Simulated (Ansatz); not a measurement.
SnO:

```xyz
4
Lattice="3.8137 0.0000 0.0000 0.0000 3.8137 0.0000 0.0000 0.0000 4.8869" Properties=species:S:1:pos:R:3 pbc="T T T"
Sn    1.9068    0.0000    3.7367
Sn    0.0000    1.9068    1.1503
O     0.0000    0.0000    0.0000
O     1.9068    1.9068    0.0000
```

The cell is a database's computed one.

Below is the output of Ansatz 0.2.0 for this cell. Logs are shortened: lines on timing, memory, paths and dates and some standing lists are left out, and cuts for length are marked.

```text
Warning: RAYON_NUM_THREADS=2 ignored (pool sized by the plan → 2); use --threads N
LAPW: plane waves up to 9.140 Å⁻¹, error target 2.0e-3 eV per atom; small_component_spin mean_spin; O in spheres of 0.985 Å, 8 of its electrons in bands, Dirac shells []; Sn in spheres of 1.242 Å, 22 of its electrons in bands, Dirac shells [] (how accurate: hamiltonian.pseudopotentials.lapw.basis_error, Limitations)
Engine: ansatz 0.2.0, aarch64-unknown-linux-gnu
Pseudopotentials: kind: all_electron
Pseudopotential: Sn, LAPW, valence charge 22, lapw/all_electron/scalar/gaussian/Sn, Koelling and Harmon's equation, gaussian nucleus
Pseudopotential: O, LAPW, valence charge 8, lapw/all_electron/scalar/gaussian/O, Koelling and Harmon's equation, gaussian nucleus
Functional definition: PBEsol
  exchange = pbesol_x
  correlation = pbesol_c
Crystal: 4 atoms, lattice volume = 71.077 Å³
Basis set: ecut = 318.2922341437256 eV, 911 PW (Γ), exchange–correlation at level 2
Bands: 36, of which v1, the nominal top of the filled ones, is band 30 counted from 1 (29 counted from 0)
Symmetry: 16 space group operations
Space group: P4/nmm (ITA 129), of the structure as read, at distance tolerance 4.1e-5 Å
k-points: 18 of 64
Non-local potential: Sn, projectors of the file, none
Non-local potential: O, projectors of the file, none
Initial density: superposition of atomic densities (chi_scale 0.1, normalization cell, long waves kept (reshape's long-wave potential 0.23 eV rms))
Initial wavefunctions: plane waves of lowest kinetic energy (no species holds an atomic orbital)
Functional: x = pbesol(κ = 0.804, μ = 0.12345679012345678), c = pbesol(β = 0.046)
iter 1 solved again at ethr=1.18e-2 eV; its pass at ethr=1.00e-1 eV (dr2=7.10e0 eV) is discarded
SCF iter   1: F=—  HF=-340117.234500 eV  |F-HF|=—  |Δ(HF+E_count)|=         —  Δρ=8.42e-2  dr2=7.10e0  ethr=1.18e-2  ⟨swp⟩=2.0  Hψ=4188  notcnv=0
[... 17 lines left out ...]
E sigma→0 (E₀):  -340113.806837 eV
Entropy (-TS):   -0.000887 eV (-0.222 meV/atom)
Fermi energy:    11.919451 eV
--- Per-component energies (eV) ---
  E_band       = -3424.100637
  E_kinetic    = 357456.487357
  E_xc         = -9296.661727
  E_electrostatic = -688273.632023  (all electrons and nuclei)
  E_smearing   = -0.000887  (= −TS)
  E_closure    = 0.000000  (closes the sum)
  E_atoms      = -340089.634806  (free atoms, spherical and without spin; not in F)
  Σ components = -340113.807280   (vs F -340113.807280, Δ=0.00e0)
  Basis errors (estimates in eV, not in F): energy 9.0e-4 per atom: plane waves 8.1e-4 (4.8e-4 summed), levels above the bands 7.1e-99, relativity 7.3e-8, radial functions 8.2e-5, core shells 1.5e-6; eigenvalues (radial functions only) 1.2e-5; not estimated: angular momenta, meshes, grids; target (lapw.basis_error) 2.0e-3; muffin-tin radii O 0.985 Å, Sn 1.242 Å
--- Forces (eV/Å), atoms counted from 1 ---
  atom   1  Sn     0.00000000     0.00000000    -0.08545623
  atom   2  Sn     0.00000000     0.00000000     0.08545623
  atom   3  O     -0.00000000     0.00000000     0.00000000
  atom   4  O     -0.00000000     0.00000000     0.00000000
  max |Σ_I F_I| component: 1.73e-18 eV/Å
--- Stress (GPa, compression-positive) ---
       -0.494652       0.000000       0.000000
        0.000000      -0.494652       0.000000
        0.000000       0.000000      -0.575073
  P = ⅓ Tr σ = -0.5215 GPa (-5.215 kbar)
--- Band table (eV; the first three rows and the last of 18) ---
  k-point 0: bands = ["-492.7966", "-492.7966", "-117.3264", "-117.3264", "-73.1813", "-73.1813", "-73.1808", "-73.1808", "-73.1398", "-73.1390", "-10.0282", "-9.5895", "-9.5895", "-9.5889", "-9.5413", "-9.5336", "-9.4865", "-9.4860", "-9.4638", "-9.4638", "-8.2439", "-5.5571", "4.1878", "5.2594", "5.6097", "5.6097", "8.4223", "8.7222", "8.7222", "11.8669", "13.8924", "16.0614", "16.6055", "16.6055", "17.4845", "17.4845"]
  k-point 1: bands = ["-492.7966", "-492.7966", "-117.3264", "-117.3264", "-73.1813", "-73.1813", "-73.1809", "-73.1809", "-73.1397", "-73.1391", "-10.0208", "-9.5964", "-9.5772", "-9.5772", "-9.5353", "-9.5267", "-9.4928", "-9.4925", "-9.4776", "-9.4776", "-8.2264", "-5.5574", "3.2261", "5.6617", "5.6617", "6.8339", "8.3897", "8.7146", "8.7146", "11.2257", "13.4693", "15.4439", "15.4439", "16.0523", "18.7066", "18.9705"]
  k-point 2: bands = ["-492.7966", "-492.7966", "-117.3264", "-117.3264", "-73.1812", "-73.1812", "-73.1810", "-73.1810", "-73.1396", "-73.1392", "-10.0131", "-9.6042", "-9.5598", "-9.5598", "-9.5266", "-9.5119", "-9.5075", "-9.5012", "-9.4964", "-9.4964", "-8.2089", "-5.5577", "2.7428", "5.7153", "5.7153", "8.3578", "8.6677", "8.7059", "8.7059", "9.6844", "13.4865", "14.8724", "14.8724", "15.5299", "19.6153", "19.9135"]
  k-point 17: bands = ["-492.7966", "-492.7966", "-117.3264", "-117.3264", "-73.1815", "-73.1815", "-73.1811", "-73.1811", "-73.1394", "-73.1394", "-9.9453", "-9.9453", "-9.5520", "-9.5520", "-9.5246", "-9.5246", "-9.4933", "-9.4933", "-9.4591", "-9.4591", "-6.4593", "-6.4593", "2.8703", "2.8703", "6.3121", "6.3121", "9.2381", "9.2381", "9.3905", "9.3905", "14.2437", "14.2437", "15.7833", "15.7833", "17.4062", "17.4062"]
```

Task: Write the input and the command behind it.

Result: Single point with PBEsol, no spin polarisation. The files as run (others can give the same):

input.yaml
```yaml
crystal:
  lattice:
    - [3.81369522, 0.0, 0.0]
    - [0.0, 3.81369522, 0.0]
    - [0.0, 0.0, 4.8869133]
  atoms:
    - { symbol: Sn, position: [0.5, 0.0, 0.76462614] }
    - { symbol: Sn, position: [0.0, 0.5, 0.23537386] }
    - { symbol: O, position: [0.0, 0.0, 0.0] }
    - { symbol: O, position: [0.5, 0.5, 0.0] }
kpoints:
  mp_grid: { grid: [4, 4, 4] }
scf:
  occupations: { method: fermi_dirac, width: 0.03 }
hamiltonian:
  xc: pbesol
  pseudopotentials: { kind: all_electron, lapw: { basis_error: 0.002 } }
output:
  forces: true
  stress: true
  eigenvalues: true
```

Potentials or basis: all-electron LAPW, scalar-relativistic.
Command:
```bash
$ ansatz run input.yaml --threads 2 --pin off --max-ram 8192MiB --backend cpu --events-out ev --progress --plain --runs-dir out
```

Caveat: spin-orbit coupling is left out, which moves the levels of the heavy elements.
